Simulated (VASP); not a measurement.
Data:

```
ZnTe
1.0
    0.00000     3.04221     3.04221
    3.04221     0.00000     3.04221
    3.04221     3.04221     0.00000
Zn Te
1 1
Direct
  0.00000   0.00000   0.00000
  0.25000   0.25000   0.25000
```

These are revTPSS meta-GGA, VASP's PBE PAW potentials (set 64) (plane waves; VASP 6.6.1) values and carry that method's errors. Numerical set-up: 520 eV cut-off, 8×8×8 Γ-centred mesh, tetrahedra with Blöchl corrections, potentials Zn Te.

Unless said otherwise, spin-orbit coupling is left out, though it shifts the bands of the heavy elements here.

**Question.** What does the run give for the energy per atom (σ→0), band gap (over mesh and band path) with the smallest direct gap where there is one?

**Answer.** 
| Item | Result |
|---|---|
| band gap (over mesh and band path) | 1.51 eV |
| smallest direct gap (over mesh and band path) | 1.51 eV |
| energy per atom (σ→0) | 9.689 eV/atom |

The absolute energy has meaning only against runs of the same code, potentials and settings.

The compound is ZnTe in the zinc blende structure. It was relaxed first.
